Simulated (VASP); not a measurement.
# BN (Qingsongite) (F-43m) in VASP: settings compared, part 3 of 3

VASP 6.6.1. Earlier steps stand in the parts before.

## Step 5: Relaxation of cell and atoms, PBE+D3(BJ)

This run uses another cell than the first one, of 5.86 Å³/atom, 0.993 times its volume.

INCAR

```
PREC = Accurate ; ENCUT = 600
EDIFF = 1E-7 ; ISMEAR = 0
SIGMA = 0.03 ; LREAL = False
LASPH = True ; NELM = 80
ALGO = Normal ; ISIF = 3
LWAVE = False ; LCHARG = False
GGA = PE ; IVDW = 12
IBRION = 2 ; NSW = 90
EDIFFG = -0.005
```

KPOINTS

```
regular mesh
0
Gamma
  14 14 14
```

POSCAR

```
BN                                      
1.0
   -0.0000000000      1.8032270193      1.8032270193
    1.8032270193      0.0000000000      1.8032270193
    1.8032270193      1.8032270193     -0.0000000000
  B               N             
     1     1
Direct
     0.0000000000000000    0.0000000000000000    0.0000000000000000
     0.2500000000000000    0.2500000000000000    0.2500000000000000
```

Potentials or basis: VASP PAW PBE potentials, release 64 (B, N).

The run is started by

```
> cat potpaw_PBE.64/B/POTCAR potpaw_PBE.64/N/POTCAR > POTCAR
> mpirun -np 1 vasp_std > vasp.out
```

OUTCAR:

```text
PREC = Accurate
   ENCUT = 600
   EDIFF = 1E-7
   ISMEAR = 0
   LREAL = False
   LASPH = True
   NELM = 80
   ISIF = 3
   GGA = PE
   IVDW = 12
   IBRION = 2
   NSW = 90
   EDIFFG = -0.005
 IVDW          = 12

 ion  position               nearest neighbor table
   1  0.000  0.000  0.000-   2 1.56   2 1.56   2 1.56   2 1.56
   2  0.250  0.250  0.250-   1 1.56   1 1.56   1 1.56   1 1.56

  LATTYP: Found a face centered cubic cell.
 ALAT       =     3.6064540386

  Lattice vectors:

 A1 = (   0.0000000000,   1.8032270193,   1.8032270193)
 A2 = (   1.8032270193,   0.0000000000,   1.8032270193)
 A3 = (   1.8032270193,   1.8032270193,   0.0000000000)

Analysis of symmetry for initial positions (statically):
=====================================================================
 Subroutine PRICEL returns:
 Original cell was already a primitive cell.

 Routine SETGRP: Setting up the symmetry group for a
 face centered cubic supercell.

 Subroutine GETGRP returns: Found 24 space group operations
 (whereof 24 operations were pure point group operations)
 out of a pool of 48 trial point group operations.

The static configuration has the point symmetry T_d .

Analysis of symmetry for dynamics (positions and initial velocities):
=====================================================================
 Subroutine PRICEL returns:
 Original cell was already a primitive cell.

 Routine SETGRP: Setting up the symmetry group for a
 face centered cubic supercell.

 Subroutine GETGRP returns: Found 24 space group operations
 (whereof 24 operations were pure point group operations)
 out of a pool of 48 trial point group operations.

The dynamic configuration has the point symmetry T_d .

 Subroutine INISYM returns: Found 24 space group operations
 (whereof 24 operations are pure point group operations),
 and found     1 'primitive' translations

----------------------------------------------------------------------------------------

                                     Primitive cell

  volume of cell :      11.7268

  direct lattice vectors                    reciprocal lattice vectors
     0.000000000  1.803227019  1.803227019    -0.277280672  0.277280672  0.277280672
     1.803227019  0.000000000  1.803227019     0.277280672 -0.277280672  0.277280672
     1.803227019  1.803227019  0.000000000     0.277280672  0.277280672 -0.277280672

  length of vectors
     2.550148107  2.550148107  2.550148107     0.480264212  0.480264212  0.480264212

  position of ions in fractional coordinates (direct lattice)
     0.000000000  0.000000000  0.000000000
     0.250000000  0.250000000  0.250000000

  ion indices of the primitive-cell ions
   primitive index   ion index
                 1           1
                 2           2

----------------------------------------------------------------------------------------

 KPOINTS: regular mesh

Automatic generation of k-mesh.
 Grid dimensions read from file:
 generate k-points for:   14   14   14

 Generating k-lattice:

  Cartesian coordinates                     Fractional coordinates (reciprocal lattice)
    -0.019805762  0.019805762  0.019805762     0.071428571  0.000000000  0.000000000
     0.019805762 -0.019805762  0.019805762     0.000000000  0.071428571  0.000000000
     0.019805762  0.019805762 -0.019805762     0.000000000  0.000000000  0.071428571

  Length of vectors
     0.034304587  0.034304587  0.034304587

  Shift w.r.t. Gamma in fractional coordinates (k-lattice)
     0.000000000  0.000000000  0.000000000

 Subroutine IBZKPT returns following result:
 ===========================================

 Found    104 irreducible k-points:

 Following reciprocal coordinates:
            Coordinates               Weight
  0.000000  0.000000  0.000000      1.000000
  0.071429  0.000000  0.000000      8.000000
  0.142857  0.000000  0.000000      8.000000
  0.214286  0.000000  0.000000      8.000000
  0.285714  0.000000  0.000000      8.000000
  0.357143  0.000000  0.000000      8.000000
[... 16 lines left out ...]
  0.214286  0.142857  0.000000     24.000000
  0.285714  0.142857  0.000000     24.000000
 [... further k-points ...]
   k-points           NKPTS =    104   k-points in BZ     NKDIM =    104   number of bands    NBANDS=      8
   number of dos      NEDOS =    301   number of ions     NIONS =      2
   total plane-waves  NPLWV =   8000
   dimension x,y,z NGX =    20 NGY =   20 NGZ =   20
   dimension x,y,z NGXF=    40 NGYF=   40 NGZF=   40
   ions per type =               1   1
   NGX,Y,Z   is equivalent  to a cutoff of  13.04, 13.04, 13.04 a.u.
   NGXF,Y,Z  is equivalent  to a cutoff of  26.08, 26.08, 26.08 a.u.
 SYSTEM =  unknown system
   PREC   = accura    normal or accurate (medium, high low for compatibility)
   ISTART =      0    job   : 0-new  1-cont  2-samecut
   ICHARG =      2    charge: 1-file 2-atom 10-const
   ISPIN  =      1    spin polarized calculation?
   LNONCOLLINEAR =      F non collinear calculations
   LSORBIT =      F    spin-orbit coupling
   LASPH  =      T    aspherical Exc in radial PAW
   ENCUT  =  600.0 eV  44.10 Ry    6.64 a.u.   5.09  5.09  5.09*2*pi/ulx,y,z
   NELM   =     80;   NELMIN=  2; NELMDL= -5     # of ELM steps
   EDIFF  = 0.1E-06   stopping-criterion for ELM
   LREAL  =      F    real-space projection
   EDIFFG = -.5E-02   stopping-criterion for IOM
   NSW    =     90    number of steps for IOM
   IBRION =      2    ionic relax: 0-MD 1-quasi-New 2-CG
   NFREE  =      1    steps in history (QN), initial steepest desc. (CG)
   ISIF   =      3    stress and relaxation
   ISYM   =      2    0-nonsym 1-usesym 2-fastsym
   POTIM  = 0.5000    time-step for ionic-motion
   TEBEG  =    0.0;   TEEND  =   0.0 temperature during run
   PSTRESS=    0.0 pullay stress
   NELECT =       8.0000    total number of electrons
   NUPDOWN=      -1.0000    fix difference up-down
   EMIN   =  10.00;   EMAX   =-10.00  energy-range for DOS
   EFERMI =   0.00;   METHOD = LEGACY
   ISMEAR =     0;   SIGMA  =   0.03  broadening in eV -4-tet -1-fermi 0-gaus
   EFERMI_NEDOS =   21; number of points for ismear=-14 and -15
   IALGO  =     38    algorithm
   IMIX   =      4    mixing-type and parameters
     AMIX     =   0.40;   BMIX     =  1.00
     AMIX_MAG =   1.60;   BMIX_MAG =  1.00
  volume/ion in A,a.u.               =       5.86        39.57
  Fermi-wavevector in a.u.,A,eV,Ry     =   1.441156  2.723391 28.258369  2.076932
  Thomas-Fermi vector in A             =   2.559820
   LORBIT       =      0    0 simple, 1 ext, 2 COOP (PROOUT), +10 PAW based schemes
   GGA     = PE    functional components
   LHFCALC =     F    Hartree Fock is set to
   AEXX    =    0.0000 exact exchange contribution
   IVDW    =    12    specifies the selected vdW correction
   LEPSILON=     F    determine dielectric tensor
   LRPA    =     F    only Hartree local field effects (RPA)
 conjugate gradient relaxation of ions
 non-spin polarized calculation
 Gauss-broadening in eV      SIGMA  =   0.03
  energy-cutoff  :      600.00
  volume of cell :       11.73
 maximum number of plane-waves:       399
   NGX = 11   NGY = 11   NGZ = 11

 number of electron       7.9999999 magnetization

 Free energy of the ion-electron system (eV)
  ---------------------------------------------------
  ext. energy  EPLUGINS =         0.00000000
  ---------------------------------------------------
  free energy    TOTEN  =       -17.45091109 eV

  energy without entropy =      -17.45091109  energy(sigma->0) =      -17.45091109

 E-fermi :   7.6311     XC(G=0): -12.8573

 val. band max:        7.4905327415   @ k =   0.0000   0.0000   0.0000
 cond. band min:      11.9572156203   @ k =   0.5000   0.5000   0.0000
 fundamental gap:      4.4666828788
 Fermi energy:         7.6310721954

 k-point     1 :       0.0000    0.0000    0.0000
  band No.  band energies     occupation
      1     -12.8214      2.00000
      2       7.4905      2.00000
      3       7.4905      2.00000
      4       7.4905      2.00000
      5      16.3440      0.00000
      6      16.3440      0.00000
      7      16.3440      0.00000
      8      17.9562      0.00000
[... 243 lines left out ...]
 k-point    24 :       0.2857    0.1429    0.0000
  band No.  band energies     occupation
      1     -11.0457      2.00000
      2       2.4293      2.00000
      3       5.1273      2.00000
      4       5.6224      2.00000
      5      15.7706      0.00000
      6      19.2297      0.00000
      7      19.6996      0.00000
      8      20.3897      0.00000

 [... further k-points ...]

------------------------ aborting loop because EDIFF is reached ----------------------------------------

 Edisp (eV)   -0.42135

 E8    (eV) :    -0.1245

  FORCE on cell =-STRESS in cart. coord.  units (eV):
  Direction    XX          YY          ZZ          XY          YZ          ZX
  --------------------------------------------------------------------------------------
  -------------------------------------------------------------------------------------
  Total       0.00137     0.00137     0.00137     0.00000     0.00000     0.00000
  in kB       0.18665     0.18665     0.18665     0.00000     0.00000     0.00000
  external pressure =        0.19 kB  Pullay stress =        0.00 kB

 VOLUME and BASIS-vectors are now :
 -----------------------------------------------------------------------------
  energy-cutoff  :      600.00
  volume of cell :       11.73
      direct lattice vectors                 reciprocal lattice vectors
     0.000000000  1.803227019  1.803227019    -0.277280672  0.277280672  0.277280672
     1.803227019  0.000000000  1.803227019     0.277280672 -0.277280672  0.277280672
     1.803227019  1.803227019  0.000000000     0.277280672  0.277280672 -0.277280672

 POSITION                                       TOTAL-FORCE (eV/Angst)
 -----------------------------------------------------------------------------------
      0.00000      0.00000      0.00000         0.000000      0.000000      0.000000
      0.90161      0.90161      0.90161        -0.000000     -0.000000     -0.000000
 -----------------------------------------------------------------------------------
    total drift:                                0.000000      0.000000      0.000000

  FREE ENERGIE OF THE ION-ELECTRON SYSTEM (eV)
  ---------------------------------------------------
  free  energy   TOTEN  =       -17.8722612408 eV

  energy  without entropy=      -17.8722612408  energy(sigma->0) =      -17.87226124

 reached required accuracy - stopping structural energy minimisation
```

Wall time 4.5 s (1 thread of Intel Xeon 6975P-C (Granite Rapids), shared host); peak memory 0.13 GiB.

What came out:

* Free energy: -17.8723 eV
* Pressure after relaxing: 0.0 GPa
* Band gap on the k mesh: 4.47 eV, indirect (least direct gap 8.85 eV)
* Dispersion energy per atom: -0.211 eV

Final structure:
```cif
data_structure
_symmetry_space_group_name_H-M 'P 1'
_symmetry_Int_Tables_number 1
_cell_length_a 2.5501
_cell_length_b 2.5501
_cell_length_c 2.5501
_cell_angle_alpha 60.000
_cell_angle_beta 60.000
_cell_angle_gamma 60.000
_cell_volume 11.73
loop_
_atom_site_label
_atom_site_type_symbol
_atom_site_fract_x
_atom_site_fract_y
_atom_site_fract_z
_atom_site_occupancy
B1 B 0.00000 0.00000 0.00000 1
N1 N 0.25000 0.25000 0.25000 1
```

Levels at points of the mesh, in eV from the valence-band top:
```tsv
k point	band 1	band 2	band 3	band 4	band 5	band 6	band 7	band 8
(0.00, 0.00, 0.00)	-20.31	0.00	0.00	0.00	8.85	8.85	8.85	10.47
(0.50, 0.00, 0.00)	-16.06	-10.76	-1.95	-1.95	10.24	10.74	10.74	15.33
(0.50, 0.50, 0.00)	-14.69	-8.96	-4.94	-4.94	4.47	9.27	18.03	18.03
```

Caveat: the relaxation stopped at its first step, so nothing moved.

## Step 6: Relaxation of the atoms, PBE+D3(BJ) (a relaxed cell with its volume scaled by 0.94)

INCAR

```
PREC = Accurate ; ENCUT = 600
EDIFF = 1E-7 ; ISMEAR = 0
SIGMA = 0.03 ; LREAL = False
LASPH = True ; NELM = 80
ALGO = Normal ; ISIF = 2
LWAVE = False ; LCHARG = False
GGA = PE ; IVDW = 12
IBRION = 2 ; NSW = 40
EDIFFG = -0.01
```

KPOINTS is that of step 5.

POSCAR

```
BN                                      
1.0
    0.0000000000      1.7664161390      1.7664161390
    1.7664161390      0.0000000000      1.7664161390
    1.7664161390      1.7664161390      0.0000000000
  B               N             
     1     1
Direct
     0.0000000000000000    0.0000000000000000    0.0000000000000000
     0.2500000000000000    0.2500000000000000    0.2500000000000000
```

Potentials or basis: VASP PAW PBE potentials, release 64 (B, N).

The run is started by

```
> cat potpaw_PBE.64/B/POTCAR potpaw_PBE.64/N/POTCAR > POTCAR
> mpirun -np 1 vasp_std > vasp.out
```

Run time: 4.5 s. Hardware: 1 thread of Intel Xeon 6975P-C (Granite Rapids), shared host; peak memory 0.14 GiB.

It converged, with:

| Property | Result |
| --- | --- |
| Free energy | -17.8142 eV |
| Pressure after relaxing | 26.6 GPa |
| Band gap on the k mesh | 4.53 eV, indirect (least direct gap 9.15 eV) |
| Dispersion energy per atom | -0.224 eV |

Final structure:
```
B N
1.0
     0.00000    1.76642    1.76642
     1.76642    0.00000    1.76642
     1.76642    1.76642    0.00000
B N
1 1
Direct
  0.00000 0.00000 0.00000
  0.25000 0.25000 0.25000
```

Levels at points of the mesh, in eV from the valence-band top:
| k point | band 2 | band 3 | band 4 | band 5 | band 6 | band 7 |
| --- | --- | --- | --- | --- | --- | --- |
| (0.00, 0.00, 0.00) | 0.00 | 0.00 | 0.00 | 9.15 | 9.15 | 9.15 |
| (0.50, 0.00, 0.00) | -11.34 | -2.07 | -2.07 | 11.06 | 11.09 | 11.09 |
| (0.50, 0.50, 0.00) | -9.38 | -5.26 | -5.26 | 4.53 | 9.62 | 19.00 |

Caveat: the relaxation stopped at its first step, so nothing moved.

## Step 7: Overview

```csv
task,level,cell,gap on the mesh (eV),pressure (GPa)
relaxation of cell and atoms,PBE,relaxed,4.45,0.0
relaxation of cell and atoms,PBE+D3(BJ),relaxed,4.47,0.0
relaxation of the atoms,PBE+D3(BJ),atoms relaxed from: a relaxed cell with its volume scaled by 0.94,4.53,26.6
```

Alike in all rows: potentials or basis VASP PAW PBE potentials, release 64 (B, N); no spin polarisation; k mesh 14 × 14 × 14; cutoff (eV) 600; smearing gaussian 0.03 eV.

Caveats: the relaxation stopped at its first step, so nothing moved.

Total energies depend on the potentials used, so only differences within one code and one set of settings carry meaning.
